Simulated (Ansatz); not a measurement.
# Where V_Cl puts its levels in the gap of KCl (Fm-3m)

Charge states of V_Cl in KCl (Fm-3m), set against the band edges. Model: a cell of 54 host atoms with 1 Cl taken out.

Program: Ansatz 0.2.0. Level of theory: place-levels on PBEsol runs: charge-transition levels and formation energies with image-charge correction and potential alignment at the atomic sites. Results are calculated unless marked as measured.

## 1. Set-up

The cell holds 53 atoms: 27 K and 26 Cl. Its edges and angles: a = 13.243 Å, b = 13.243 Å, c = 13.243 Å, α = 60.0°, β = 60.0°, γ = 60.0°. It derives from KCl (space group Fm-3m). Nearest the centre at fractional (0.500, 0.500, 0.500): K46 at 3.12 Å, K50 at 3.12 Å, K34 at 3.12 Å, K28 at 3.12 Å, K44 at 3.12 Å, K32 at 3.12 Å, Cl16 at 4.41 Å, Cl10 at 4.41 Å.

Coordinates:

```xyz
53
Lattice="0.0000 9.3644 9.3644 9.3644 0.0000 9.3644 9.3644 9.3644 0.0000" Properties=species:S:1:pos:R:3 pbc="T T T"
K     0.0000    0.0000    0.0000
Cl    3.1215    3.1215    3.1215
K     3.1215    3.1215    0.0000
Cl    6.2430    6.2430    3.1215
K     6.2430    6.2430    0.0000
Cl    9.3644    9.3644    3.1215
K     3.1215    0.0000    3.1215
Cl    6.2430    3.1215    6.2430
K     6.2430    3.1215    3.1215
Cl    9.3644    6.2430    6.2430
K     9.3644    6.2430    3.1215
Cl   12.4859    9.3644    6.2430
K     6.2430    0.0000    6.2430
Cl    9.3644    3.1215    9.3644
K     9.3644    3.1215    6.2430
Cl   12.4859    6.2430    9.3644
K    12.4859    6.2430    6.2430
Cl   15.6074    9.3644    9.3644
K     0.0000    3.1215    3.1215
Cl    3.1215    6.2430    6.2430
K     3.1215    6.2430    3.1215
Cl    6.2430    9.3644    6.2430
K     6.2430    9.3644    3.1215
Cl    9.3644   12.4859    6.2430
K     3.1215    3.1215    6.2430
Cl    6.2430    6.2430    9.3644
K     6.2430    6.2430    6.2430
K     9.3644    9.3644    6.2430
Cl   12.4859   12.4859    9.3644
K     6.2430    3.1215    9.3644
Cl    9.3644    6.2430   12.4859
K     9.3644    6.2430    9.3644
Cl   12.4859    9.3644   12.4859
K    12.4859    9.3644    9.3644
Cl   15.6074   12.4859   12.4859
K     0.0000    6.2430    6.2430
Cl    3.1215    9.3644    9.3644
K     3.1215    9.3644    6.2430
Cl    6.2430   12.4859    9.3644
K     6.2430   12.4859    6.2430
Cl    9.3644   15.6074    9.3644
K     3.1215    6.2430    9.3644
Cl    6.2430    9.3644   12.4859
K     6.2430    9.3644    9.3644
Cl    9.3644   12.4859   12.4859
K     9.3644   12.4859    9.3644
Cl   12.4859   15.6074   12.4859
K     6.2430    6.2430   12.4859
Cl    9.3644    9.3644   15.6074
K     9.3644    9.3644   12.4859
Cl   12.4859   12.4859   15.6074
K    12.4859   12.4859   12.4859
Cl   15.6074   15.6074   15.6074
```

The host's dielectric constants go in as inputs: 2.38 for the electrons alone, 5.25 with the ions, from a response run on this crystal (DFPT, PBEsol) at that run's own cell.

The cell's shortest repeat is 13.2 Å.

## 2. Charge states

A transition level is the Fermi level at which two charge states cost the same, so each charge needs its own total energy, at its own relaxed structure.

Random displacements of about 0.05 Å break the site symmetry at the start, so that the relaxation can reach a distorted minimum if there is one. Forces are taken at one point at (¼, ¼, ¼). The cell holds 1 electron more than the neutral one, with a uniform background that keeps it neutral on the whole.

The sampling was tested on the host first: at the k-points planned (1x1x1 shifted 0.25 0.25 0.25) its energy lies 0.001 eV an atom from the dense-mesh value, under the bound of 0.02 eV set for this test; that bounds the host's error, not the defect's.

One state's input; the others differ in charge, spin, start and seed, and in occupations where the table says so.

qm1.relax/input.yaml

```yaml
crystal:
  lattice:
    - [0.0, 3.12148172, 3.12148172]
    - [3.12148172, 0.0, 3.12148172]
    - [3.12148172, 3.12148172, 0.0]
  atoms:
    - { symbol: K, position: [0.0, 0.0, 0.0] }
    - { symbol: Cl, position: [0.5, 0.5, 0.5] }
  supercell: [3, 3, 3]
  defects: [{ vacancy: 27 }]
total_charge: -1
basis:
  ecutwfc: 420
  xc_grid: 2
hamiltonian:
  xc: pbesol
kpoints:
  mp_grid: { grid: [1, 1, 1], shift: [0.25, 0.25, 0.25] }
scf:
  occupations: { method: fixed }
  max_iter: 60
output:
  forces: true
  charged_corrections: { epsilon: 2.38, static_epsilon: 5.25 }
relax:
  f_tol: 0.02
  max_steps: 80
  random_displacement: { amplitude: 0.05, seed: 5286 }
checkpoint:
  write: "../qm1.relax.run"
  compress: false
  write_wavefunctions: true
  write_every: 100000
```

Launch:

```sh
$ ansatz run input.yaml --threads 4 --pin off --max-ram 14131MiB --backend cpu --events-out ev --progress --plain --runs-dir out
```

Defect states can disperse in a cell of this size, so the energy is taken again at a 2×2×2 shifted mesh, on the relaxed structure.

The run of this state that the levels use, under PBEsol:

qm1.point/input.yaml

```yaml
crystal:
  checkpoint: "../qm1.relax.run"
  host: checkpoint
total_charge: -1
basis:
  ecutwfc: 420
  xc_grid: 2
hamiltonian:
  xc: pbesol
kpoints:
  mp_grid: { grid: [2, 2, 2], shift: [0.5, 0.5, 0.5] }
scf:
  occupations: { method: fermi_dirac, width: 0.01 }
  max_iter: 60
output:
  forces: true
  eigenvalues: true
  charged_corrections:
    epsilon: 2.38
    static_epsilon: 5.25
    defect_position: [0.5, 0.5, 0.5]
  eigenstates: { localisation: true }
  populations: true
  band_densities: [{ bands: [v1, v1] }, { bands: [c1, c1] }]
  write_density: true
  write_potential: true
  volumetric_format: npy
checkpoint:
  read: "../qm1.relax.run"
  write: "../qm1.point.run"
  compress: false
  write_wavefunctions: false
  write_every: 100000
```

Relaxations under PBEsol at one point at (¼, ¼, ¼); times on 4 threads of Arm Neoverse V1, shared host:

```
charge  moment (μB)  occupations    outcome  steps  largest displacement against the far atoms (Å)     time
    −1            0        fixed  converged      4                                            0.05     75 s
     0            1        fixed  converged      3                                            0.04  2.3 min
    +1            0        fixed  converged      4                                            0.24     75 s
    −1            2        fixed  converged      3                                            0.03  2.3 min
```

Single points under PBEsol at a 2×2×2 shifted mesh; times on 4 threads of Arm Neoverse V1, shared host:

```
charge  moment (μB)  occupations    outcome     time
    −1            0  fermi-dirac  converged  2.9 min
     0            1  fermi-dirac  converged  7.7 min
    +1            0  fermi-dirac  converged  2.4 min
    −1            2  fermi-dirac  converged  5.9 min
```

Distances (Å) from the ideal centre to the nearest atoms after relaxation with PBEsol:

```
charge  moment (μB)      1.      2.      3.      4.      5.      6.
    −1            0  K 3.08  K 3.08  K 3.09  K 3.09  K 3.09  K 3.09
    −1            2  K 3.14  K 3.14  K 3.14  K 3.15  K 3.15  K 3.16
     0            1  K 3.16  K 3.16  K 3.16  K 3.17  K 3.17  K 3.17
    +1            0  K 3.34  K 3.35  K 3.35  K 3.36  K 3.36  K 3.36
```

## 3. Levels against the band edges, PBEsol

A charged cell interacts with its images and the background, and its potential has another zero than the host's. place-levels removes the first by a point-charge model, screened by the static dielectric constant since the ions have relaxed around the charge, and the second by comparing potentials at atoms far from the defect.

The host is a run of the defect-free crystal in the same cutoffs, grids and k-points, so that basis and sampling errors cancel in part in the differences. The host is run in a cell of 2 atoms on a matching mesh. Its band edges are searched through the zone by a band path, so the gap is smaller than, or equal to, that on the mesh. Chemical potentials are energies per atom of Cl (Cl2 molecule), run with the same functional and cutoff.

levels.point.yaml

```yaml
host:
  run: host.point.run
states: [qm1.point.run, q0_M1.point.run, qp1.point.run, qm1_M2.point.run]
geometry_from:
  qm1.point.run: qm1.relax.run
  q0_M1.point.run: q0_M1.relax.run
  qp1.point.run: qp1.relax.run
  qm1_M2.point.run: qm1_M2.relax.run
chemical_potentials:
  Cl:
    energy: -1060.711994
    dataset: "<sha256 of the dataset>"
epsilon: 2.38
static_epsilon: 5.25
vertical:
  - { from: qm1.point.run, to: qm1.point_neutral.run }
  - { from: qp1.point.run, to: qp1.point_neutral.run }
  - { from: qm1_M2.point.run, to: qm1_M2.point_neutral.run }
```

Launch:

```sh
$ ansatz place-levels levels.point.yaml -- --threads 4 --pin off --max-ram 14131MiB
```

Numbers of over 12 decimals in the logs are rounded to 6 here.

Output:

```text
[... repeated set-up lines and file paths are left out, and long positions are rounded to six places ...]
(+1/0) 4.085 eV above the valence edge, 1.018 eV under the conduction edge
(0/-1) 5.190 eV above the valence edge (+5.290 eV without the band-filling correction), in the conduction band
formation energy of charge +1: +0.383 eV with the Fermi level at the valence edge
formation energy of charge 0: +4.468 eV with the Fermi level at the valence edge
formation energy of charge -1: +9.658 eV with the Fermi level at the valence edge
vertical -1 to 0: no energy, since no alignment is typed
  the change from vertical[0].from (qm1.point.run) to vertical[0].to (qm1.point_neutral.run): by its potential at epsilon 2.38 it stands at 0.500 0.500 0.500, with an rms radius of about 3.5 Å (2.0 2.0 2.0 Å across the planes of the cell's vectors); [...]
vertical +1 to 0: no energy, since no alignment is typed
  the change from vertical[1].from (qp1.point.run) to vertical[1].to (qp1.point_neutral.run): by its potential at epsilon 2.38 it stands at 0.500 0.500 0.500, with an rms radius of about 2.2 Å (1.3 1.3 1.3 Å across the planes of the cell's vectors); [...]
vertical -1 to 0: no energy, since no alignment is typed
  the change from vertical[2].from (qm1_M2.point.run) to vertical[2].to (qm1_M2.point_neutral.run): by its potential at epsilon 2.38 it is spread over the cell along a vector, with an rms radius of about 9.0 Å (5.2 5.2 5.2 Å across the planes of the cell's [...]
  edges by pbesol, gap 5.103 eV; the host is sampled to repeats of 26.49 Å
  the defect's cells are sampled to repeats of 26.49 Å, like sampling
  charge +1: -68619.8643 eV with its correction of +0.210 eV, at epsilon 5.25, aligned at sites: -0.1257 eV, mean over 21 atomic sites at or beyond 6.62 Å from the defect at [0.5000, 0.5000, 0.5000], with +0.000000 for the charge's moments and without [...]
  charge 0: +0.000 eV for its dipole among its images, +0.000 omitted
  charge -1: -68608.5943 eV with its correction of +0.403 eV, at epsilon 5.25, aligned at sites: -0.0674 eV, mean over 21 atomic sites at or beyond 6.62 Å from the defect at [0.5000, 0.5000, 0.5000], with +0.000000 for the charge's moments and without [...]
  charge -1: states[3] (qm1_M2.point.run) stands 0.563 eV higher, with a moment of 2.00 μB against 0.00
  of states[2] (qp1.point.run): its alignment with the host at atomic sites is doubtful: the cell is too small to show whether the defect's potential has decayed: take a larger one
  of states[1] (q0_M1.point.run): its alignment with the host at atomic sites is doubtful: the cell is too small to show whether the defect's potential has decayed: take a larger one
  of states[0] (qm1.point.run): it parts from the run at its places by a charge that spreads by about 2 Å along one vector (1.9 Å or more is wide), by its potential at epsilon 2.38, taken for that of held ions (one typed too small widens it), where the cell [...]
  of states[3] (qm1_M2.point.run): it parts from the run at its places by a charge that spreads by about 5.2 Å along one vector (1.9 Å or more is wide), by its potential at epsilon 2.38, taken for that of held ions (one typed too small widens it), where the [...]
  of vertical[0].from (qm1.point.run): it parts from the run at its places by a charge that spreads by about 2 Å along one vector (1.9 Å or more is wide), by its potential at epsilon 2.38, taken for that of held ions (one typed too small widens it), where the [...]
  of vertical[2].from (qm1_M2.point.run): its moments are held at its close (magnetization.spin_locking), by a field of 0.354 eV a Bohr magneton, and its energy and levels are of the state that this holds: a run that lets them go can end lower; [...]
```

The job ended after 0.48 s (4 threads of Arm Neoverse V1, shared host).

Levels between the charges placed, in eV above the valence top:

```
        gap (eV)  (+1/0)  (0/−1)
PBEsol      5.10    4.09    5.19
```

Corrections by state:

```
charge  moment (μB)  image terms and alignment (eV)  band filling (eV)  ε used  over the lowest of its charge, as the program ranks them, band filling apart (eV)
    +1          0.0                           0.210                  -    5.25                                                                              0.000
     0          1.0                           0.000                  -       -                                                                              0.000
    −1          0.0                           0.403             -0.100    5.25                                                                              0.000
    −1          2.0                           0.352                  -    5.25                                                                              0.563
```

The charged structures listed were also run neutral, and place-levels reads from each pair, by the potential or the spins, how wide the charge is by which they differ; that can be the carrier of either run.

```
charge  rms radius (Å)  spread where it is widest against the cell (Å)  wide from (Å)  reading
    +1             2.2                                            1.26           1.87   narrow
    −1             3.5                                            2.02           1.87     wide
```

The neutral runs of these pairs need not share the spin of the lowest neutral state, and very wide values only mean spread over the cell.

From the program's caveats on the states, each cut to its opening words:

- charge +1, 0 (1 μB), −1, −1 (2 μB): its alignment with the host at atomic sites is doubtful: the cell is too small to show whether the defect's potential has decayed: take a larger one
- charge −1: it parts from the run at its places by a charge that spreads by about 2 Å along one vector (1.9 Å or more is wide), by its potential at epsilon 2.38, taken for [...]
- charge −1: a band-filling correction moves a carrier to the host's band edge, which changes its energy by -0.100 eV
- charge −1 (2 μB): it parts from the run at its places by a charge that spreads by about 5.2 Å along one vector (1.9 Å or more is wide), by its potential at epsilon 2.38, taken [...]
- charge −1 (2 μB): its moments are held at its close (magnetization.spin_locking), by a field of 0.354 eV a Bohr magneton, and its energy and levels are of the state that this [...]

The host's formation energy from the elements is -2.000 eV per atom; it sets how far the chemical potentials can move.

Limit set by the element alone; other compounds of these elements are not counted. Chemical potentials from the elements' reference states: Cl 0.00 eV, K -4.00 eV. Formation energies (Cl-rich), with the Fermi level at the valence top and at the conduction bottom (gap 5.10 eV):

```
charge  at valence top (eV)  at conduction bottom (eV)  correction included (eV)
    +1                 0.38                       5.49                      0.21
     0                 4.47                       4.47                      0.00
    −1                 9.66                       4.56                      0.30
```

(Fermi level (eV), lowest formation energy (eV)): (0.00, 0.38), (0.46, 0.85), (0.93, 1.31), (1.39, 1.77), (1.85, 2.24), (2.32, 2.70), (2.79, 3.17), (3.25, 3.63), (3.71, 4.10), (4.18, 4.47), (4.64, 4.47), (5.10, 4.47)

Limit set by the element alone; other compounds of these elements are not counted. Chemical potentials from the elements' reference states: K 0.00 eV, Cl -4.00 eV. Formation energies (K-rich), with the Fermi level at the valence top and at the conduction bottom (gap 5.10 eV):

```
charge  at valence top (eV)  at conduction bottom (eV)  correction included (eV)
    +1                -3.62                       1.49                      0.21
     0                 0.47                       0.47                      0.00
    −1                 5.66                       0.56                      0.30
```

(Fermi level (eV), lowest formation energy (eV)): (0.00, -3.62), (0.46, -3.15), (0.93, -2.69), (1.39, -2.23), (1.85, -1.76), (2.32, -1.30), (2.79, -0.83), (3.25, -0.37), (3.71, 0.10), (4.18, 0.47), (4.64, 0.47), (5.10, 0.47)

## 4. The same at the relaxations' own k-points

The relaxations' own energies give the levels at their sampling, for comparison.

levels.relax_mesh.yaml

```yaml
host:
  run: host.relax.run
states: [qm1.relax.run, q0_M1.relax.run, qp1.relax.run, qm1_M2.relax.run]
chemical_potentials:
  Cl:
    energy: -1060.711994
    dataset: "<sha256 of the dataset>"
```

Launch:

```sh
$ ansatz place-levels levels.relax_mesh.yaml -- --threads 4 --pin off --max-ram 14131MiB
```

Output:

```text
(+1/0) 4.037 eV above the valence edge, 1.065 eV under the conduction edge
(0/-1) 5.085 eV above the valence edge, 0.017 eV under the conduction edge
formation energy of charge +1: +0.380 eV with the Fermi level at the valence edge
formation energy of charge 0: +4.417 eV with the Fermi level at the valence edge
formation energy of charge -1: +9.503 eV with the Fermi level at the valence edge
  edges by pbesol, gap 5.102 eV; the host is sampled to repeats of 13.24 Å
[... the lines on each state left out ...]
```

It took 0.14 s on 4 threads.

Levels between neighbouring charges, in eV above the valence top:

```
                        gap (eV)  (+1/0)  (0/−1)
one point at (¼, ¼, ¼)      5.10    4.04    5.09
  a 2×2×2 shifted mesh      5.10    4.09    5.19
```

Going from one point at (¼, ¼, ¼) to a 2×2×2 shifted mesh moves the levels that carry no band-filling term by up to 0.05 eV and formation energies against the elements by up to 0.16 eV; band-filling terms, which differ between samplings, are in these energies.

## 5. What came out

```json
{"gap of the host": "5.10 eV (PBEsol)", "level (plus 1/0)": "4.09 eV above the valence top", "level (0/minus 1)": "5.19 eV above the valence top, past the conduction bottom (5.29 eV above the valence top without the band-filling term)", "lowest of the charges placed, just above the valence top (0.02 eV)": "+1", "lowest of the charges placed, just below the conduction bottom (0.02 eV)": "0", "lowest formation energy at mid-gap of the charges run, Cl-rich": "2.93 eV", "lowest formation energy at mid-gap of the charges run, K-rich": "-1.07 eV"}
```

Of the charges placed (−1, 0 and +1), the lowest changes at 4.09 eV (+1/0) above the valence top, in a gap of 5.10 eV. Charges above +1 were not placed, so these runs say nothing of levels that involve them. States placed: +1 at 0 μB; 0 at 1 μB; −1 at 0 μB and 2 μB. Other spin states or structures, where not listed, weren't placed. The program finds carriers beyond a band edge of the host and adds a band-filling term at charge −1 (-0.10 eV); steps to such a charge show no bound level, and a defect level inside a band would be read the same way. Going from one point at (¼, ¼, ¼) to a 2×2×2 shifted mesh moves the levels that carry no band-filling term by up to 0.05 eV and formation energies against the elements by up to 0.16 eV; band-filling terms, which differ between samplings, are in these energies. The program doubts the alignment of potentials for at least one state, a sign that the cell is small. What this leaves open: PBEsol makes the gap too small and tends to spread out bound carriers; where a gas molecule sets a chemical potential or the host's formation energy, its binding is uncorrected.

[Logs are printed without paths, hosts, clocks, repeated set-up lines and the standing remarks that a program may print on its own settings, such as how far it seeks lower states.]

[Hosts, paths, dates, database ids (printed as entryN), source tags and the programs' standing remarks are cut or masked in the printed files.]

[Where a table of states has a column of steps, it counts the stored structures, which are thinned; the runs took as many ionic steps or more.]

[A defect's name tells the site on which it was built; relaxed atoms can leave that site.]

[For some hosts the program warned that the k-mesh of the response run may be too coarse for force constants and the static dielectric constant; such warnings are not shown here.]
